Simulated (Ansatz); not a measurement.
# MoS2 sheet: relaxing the atoms and single point

Aim: for MoS2 sheet, 3 runs in a chain (relaxing the atoms and single point).

Program: Ansatz 0.2.0. Level of theory: DFT PBEsol, scalar-relativistic, plane waves, PAW, and further levels as typed in the inputs. These are calculated values, not measurements.

**1. The starting structure**

It takes space group P-6m2 (No. 187, hexagonal). The conventional cell has a = 3.160 Å, b = 3.160 Å, c = 18.000 Å, α = 90.00°, β = 90.00°, γ = 120.00°. Around Mo (site symmetry -6m2) lie 6 S at 2.40 Å. S (site symmetry 3m) is surrounded by 3 Mo at 2.40 Å.

Coordinates:

```xyz
3
Lattice="3.1600 0.0000 0.0000 -1.5800 2.7366 0.0000 0.0000 0.0000 18.0000" Properties=species:S:1:pos:R:3 pbc="T T T"
Mo    0.0000    0.0000    9.0000
S     0.0000    1.8244   10.5650
S     0.0000    1.8244    7.4350
```

**2. Relaxing the atoms: MoS2 sheet, no spin**

Input file input.yaml:

```yaml
crystal:
  lattice:
    - [3.16, 0.0, 0.0]
    - [-1.58, 2.736640276, 0.0]
    - [0.0, 0.0, 18.0]
  atoms:
    - { symbol: Mo, position: [0.0, 0.0, 0.5] }
    - { symbol: S, position: [0.333333, 0.666667, 0.586944] }
    - { symbol: S, position: [0.333333, 0.666667, 0.413056] }
scf:
  occupations: { method: gaussian, width: 0.05 }
output:
  forces: true
  stress: false
hamiltonian:
  xc: pbesol
kpoints:
  mp_grid: { grid: [12, 12, 1] }
relax:
  f_tol: 0.003
```

Run with:

```console
ansatz run input.yaml --threads 4 --pin off --max-ram 12288MiB --backend cpu --events-out ev --progress --plain --runs-dir out
```

The program printed (excerpt; [...] marks lines left out):

```text
Warning: the atoms were moved onto the symmetric positions of the space group found under crystal.symmetry.tolerance 1.0e-5 (fractional; no operation is sought that the atoms, as they stand in a round, miss by more than twice it, and no atom is moved by as much as it), and the run uses [...]
Warning: RAYON_NUM_THREADS=4 ignored (pool sized by the plan → 4); use --threads N
[...]
Pseudopotentials: kind: paw
Pseudopotential: Mo, paw, valence charge 14, recommended cutoff 420 eV (normal), Mo.paw.azcp
Pseudopotential: S, paw, valence charge 6, recommended cutoff 420 eV (normal), S.paw.azcp
Functional definition: PBEsol
[...]
Crystal: 3 atoms, lattice volume = 155.660 Å³
Basis set: ecut = 420 eV, 3013 PW (Γ), exchange–correlation on 48×48×250 points (8 copies of the dense FFT grid, shifted against one another)
Bands: 17, of which v1, the nominal top of the filled ones, is band 13 counted from 1 (12 counted from 0)
Symmetry: 12 space group operations
Space group: P-6m2 (ITA 187), of the structure as read, at distance tolerance 5.4e-5 Å
k-points: 19 of 144 (time reversal used)
[...]
SCF iter   1: F=—  HF=-6670.132189 eV  |F-HF|=—  |Δ(HF+E_count)|=         —  Δρ=4.22e-3  dr2=3.43e-2  ethr=1.77e-3  ⟨swp⟩=9.7  Hψ=2360  notcnv=0
[...]
relax step   1: F+E_penalty+E_count = -6670.13524425 eV  Δ(F+E_penalty+E_count) = +0.000e0 eV  max|allowed force component| = 2.539e-1 eV/Å  Δτ_max = 0.0000 Å  (6 SCF iters, dr2 threshold 2.25e-7 eV, accepted)
[...]
relax step   3: F+E_penalty+E_count = -6670.13864282 eV  Δ(F+E_penalty+E_count) = -6.549e-4 eV  max|allowed force component| = 3.570e-4 eV/Å  Δτ_max = 0.0058 Å  (5 SCF iters, dr2 threshold 8.03e-7 eV, accepted)
[...]
relax step   4: F+E_penalty+E_count = -6670.13864284 eV  Δ(F+E_penalty+E_count) = -2.076e-8 eV  max|allowed force component| = 3.604e-4 eV/Å  Δτ_max = 0.0000 Å  (4 SCF iters, accepted)
SCF converged after 4 iterations
Free energy (F): -6670.138643 eV
[...]
E sigma→0 (E₀):  -6670.138643 eV
Fermi energy:    0.420152 eV
[...]
--- Forces (eV/Å), atoms counted from 1 ---
  atom   1  Mo    -0.00000000    -0.00000000    -0.00000000
  atom   2  S     -0.00000000    -0.00000000     0.00036039
  atom   3  S     -0.00000000    -0.00000000    -0.00036039
[...]
--- Relaxed structure (4 steps of the walk, 4 accepted, 0 SCFs on fresh bases) ---
  F+E_penalty+E_count = -6670.13864284 eV   max|allowed force component| = 3.604e-4 eV/Å
  atoms:
    - { symbol: Mo, position: [3.700745180069162e-17, 3.289547741868642e-17, 0.5] }
    - { symbol: S, position: [0.3333333333333334, 0.6666666666666667, 0.5862036281594736] }
    - { symbol: S, position: [0.3333333333333334, 0.6666666666666667, 0.4137963718405265] }
```

Wall time 1.9 s (4 threads of Intel Xeon 6975P-C (Granite Rapids), shared host); peak memory 0.47 GiB.

Relaxation path:

| step | energy from step 1 (eV/cell) | largest force component (eV/Å) |
| --- | --- | --- |
| 1 | 0.0000 | 0.2539 |
| 2 | -0.0027 | 0.1133 |
| 3 | -0.0034 | 0.0004 |
| 4 | -0.0034 | 0.0004 |

Step 1 is the start.

**3. Single point**

It takes the final geometry of step 2.

Input file input.yaml:

```yaml
crystal:
  lattice:
    - [3.16, 0.0, 0.0]
    - [-1.58, 2.736640276, 0.0]
    - [0.0, 0.0, 18.0]
  atoms:
    - { symbol: Mo, position: [0.0, 0.0, 0.5] }
    - { symbol: S, position: [0.3333333333, 0.6666666667, 0.5862036282] }
    - { symbol: S, position: [0.3333333333, 0.6666666667, 0.4137963718] }
scf:
  occupations: { method: gaussian, width: 0.03 }
output:
  eigenstates:
    kpoints:
      - [0.0, 0.0, 0.0]
      - [0.02, 0.02, 0.0]
      - [0.04, 0.04, 0.0]
      - [0.06, 0.06, 0.0]
      - [0.08, 0.08, 0.0]
      - [0.1, 0.1, 0.0]
      - [0.12, 0.12, 0.0]
      - [0.14, 0.14, 0.0]
      - [0.16, 0.16, 0.0]
      - [0.18, 0.18, 0.0]
      - [0.2, 0.2, 0.0]
      - [0.22, 0.22, 0.0]
      - [0.24, 0.24, 0.0]
      - [0.26, 0.26, 0.0]
      - [0.28, 0.28, 0.0]
      - [0.3, 0.3, 0.0]
      - [0.32, 0.32, 0.0]
      - [0.34, 0.34, 0.0]
      - [0.36, 0.36, 0.0]
      - [0.38, 0.38, 0.0]
      - [0.4, 0.4, 0.0]
      - [0.42, 0.42, 0.0]
      - [0.44, 0.44, 0.0]
      - [0.46, 0.46, 0.0]
      - [0.48, 0.48, 0.0]
      - [0.5, 0.5, 0.0]
      - [0.323333, 0.323333, 0.0]
      - [0.325333, 0.325333, 0.0]
      - [0.327333, 0.327333, 0.0]
      - [0.329333, 0.329333, 0.0]
      - [0.331333, 0.331333, 0.0]
      - [0.333333, 0.333333, 0.0]
      - [0.335333, 0.335333, 0.0]
      - [0.337333, 0.337333, 0.0]
      - [0.339333, 0.339333, 0.0]
      - [0.341333, 0.341333, 0.0]
      - [0.343333, 0.343333, 0.0]
      - [0.336833, 0.329833, 0.0]
      - [0.340333, 0.326333, 0.0]
      - [0.343833, 0.322833, 0.0]
      - [0.347333, 0.319333, 0.0]
      - [0.350833, 0.315833, 0.0]
      - [0.01, 0.01, 0.0]
      - [0.03, 0.03, 0.0]
      - [0.05, 0.05, 0.0]
      - [0.01, 0.0, 0.0]
      - [0.02, 0.0, 0.0]
      - [0.03, 0.0, 0.0]
      - [0.04, 0.0, 0.0]
      - [0.05, 0.0, 0.0]
      - [0.06, 0.0, 0.0]
      - [0.07, 0.0, 0.0]
hamiltonian:
  xc: pbesol
kpoints:
  mp_grid: { grid: [12, 12, 1] }
```

Run with:

```console
ansatz run input.yaml --threads 4 --pin off --max-ram 12288MiB --backend cpu --events-out ev --progress --plain --runs-dir out
```

The program printed (excerpt; [...] marks lines left out):

```text
Warning: RAYON_NUM_THREADS=4 ignored (pool sized by the plan → 4); use --threads N
[...]
[... 4 set-up lines as earlier in the session ...]
[...]
Crystal: 3 atoms, lattice volume = 155.660 Å³
Basis set: ecut = 420 eV, 3013 PW (Γ)
Bands: 17, of which v1, the nominal top of the filled ones, is band 13 counted from 1 (12 counted from 0)
[... 2 set-up lines as earlier in the session ...]
k-points: 19 of 144 (time reversal used)
[...]
SCF iter   1: F=—  HF=-6670.136402 eV  |F-HF|=—  |Δ(HF+E_count)|=         —  Δρ=4.28e-3  dr2=3.69e-2  ethr=1.77e-3  ⟨swp⟩=9.9  Hψ=2385  notcnv=0
[...]
SCF iter   7: F=-6670.138830 eV  HF=-6670.138830 eV  |F-HF|=2.92e-9  |Δ(HF+E_count)|=   8.21e-8  Δρ=1.98e-6  dr2=4.28e-9  ethr=3.85e-10  ⟨swp⟩=4.8  Hψ=1094  notcnv=0
[...]
NSCF: frozen V_eff on 52 k-points
SCF converged after 7 iterations
Free energy (F): -6670.138830 eV
[...]
E sigma→0 (E₀):  -6670.138830 eV
Fermi energy:    0.420474 eV
[...]
--- Band table (eV; the first three rows and the last of 19) ---
  k-point 0: bands = ["-61.1610", "-35.3546", "-35.1138", "-35.1138", "-14.6151", "-13.2386", "-6.1597", "-3.0973", "-3.0973", "-2.2160", "-1.9467", "-1.9467", "-0.4394", "2.4071", "2.4071", "2.7003", "2.7003"]
[...]
```

It took 2 s on 4 threads of Intel Xeon 6975P-C (Granite Rapids), shared host; peak memory 0.45 GiB.

**4. Single point: PBEsol with spin-orbit coupling**

It takes the final geometry of step 2.

Edit input.yaml of step 3 so:

```diff
@@ -70 +70,4 @@
   mp_grid: { grid: [12, 12, 1] }
+magnetization:
+  noncollinear: true
+  spin_orbit: true
```

Run with:

```console
ansatz run input.yaml --threads 4 --pin off --max-ram 12288MiB --backend cpu --events-out ev --progress --plain --runs-dir out
```

The program printed (excerpt; [...] marks lines left out):

```text
Warning: RAYON_NUM_THREADS=4 ignored (pool sized by the plan → 4); use --threads N
[...]
Pseudopotentials: kind: paw_fr
Pseudopotential: Mo, paw_fr, valence charge 14, recommended cutoff 420 eV (normal), Mo.paw.azcp#standard-fr
Pseudopotential: S, paw_fr, valence charge 6, recommended cutoff 420 eV (normal), S.paw.azcp#standard-fr
[... 1 set-up line as earlier in the session ...]
[...]
non-collinear run that drives no moment, with spin-orbit: no starting moment large enough to seed its density (crystal.atoms[].spin), no starting occupations that ask for one, no magnetisation constraint and no magnetic field, so the semilocal B_xc is pinned to zero
Crystal: 3 atoms, lattice volume = 155.660 Å³
Basis set: ecut = 420 eV, 3013 PW (Γ)
Bands: 34, of which v1, the nominal top of the filled ones, is band 26 counted from 1 (25 counted from 0)
Symmetry: 12 space group operations + 12 with time reversal
[...]
SCF iter   1: F=—  HF=-6672.744236 eV  |F-HF|=—  |Δ(HF+E_count)|=         —  Δρ=5.12e-2  dr2=5.99e0  dr2_m=0.00e0 (ungated)  ethr=3.10e-3  |M|=0.00e0 ∫|m|=0.00e0 μB  |m|>n=0.0e0 m-floor=0.0e0 τ_xc=0.0e0  β_m=0.30  ⟨swp⟩=13.4  Hψ=4453  notcnv=0
[...]
SCF iter   8: F=-6671.293931 eV  HF=-6671.293931 eV  |F-HF|=5.27e-9  |Δ(HF+E_count)|=   2.79e-7  Δρ=6.19e-6  dr2=2.66e-8  dr2_m=0.00e0 (ungated)  ethr=3.85e-10  |M|=0.00e0 ∫|m|=0.00e0 μB  |m|>n=0.0e0 m-floor=0.0e0 τ_xc=0.0e0  ⟨swp⟩=11.7  Hψ=2538  notcnv=0
[...]
NSCF: frozen V_eff on 52 k-points
SCF converged after 8 iterations
Magnetization: |M| = 0.0000 μB,  M = (+0.0000, +0.0000, +0.0000) μB
Absolute magnetization: 0.0000 μB (∫|m|)
  site 0: m = (+0.0000, +0.0000, +0.0000) μB, |m| = 0.0000 μB  (R = 0.99 Å)
  site 1: m = (+0.0000, +0.0000, +0.0000) μB, |m| = 0.0000 μB  (R = 0.99 Å)
  site 2: m = (+0.0000, +0.0000, +0.0000) μB, |m| = 0.0000 μB  (R = 0.99 Å)
Free energy (F): -6671.293931 eV
[...]
E sigma→0 (E₀):  -6671.293931 eV
Fermi energy:    0.451079 eV
[...]
--- Band table (eV; the first three rows and the last of 19) ---
[...]
```

Wall time 11 s (4 threads of Intel Xeon 6975P-C (Granite Rapids), shared host); peak memory 0.87 GiB.

**5. Summary of results**

```
step                            level  energy above the lowest (eV)  gap on the mesh (eV)   time
   2                           PBEsol                         0.000                   n/a  1.9 s
   3                           PBEsol                         0.000                  1.72    2 s
   4  PBEsol with spin-orbit coupling                           n/a                  1.65   11 s
```

Energies compare only among runs of one formula, size, charge, level and basis; each such set counts from its lowest member.

What this shows: The rows set the runs side by side; convergence of the settings was not tested in this session.

The gaps are Kohn-Sham values of a semilocal functional, not quasiparticle or optical gaps. Such gaps usually fall short of the measured ones.
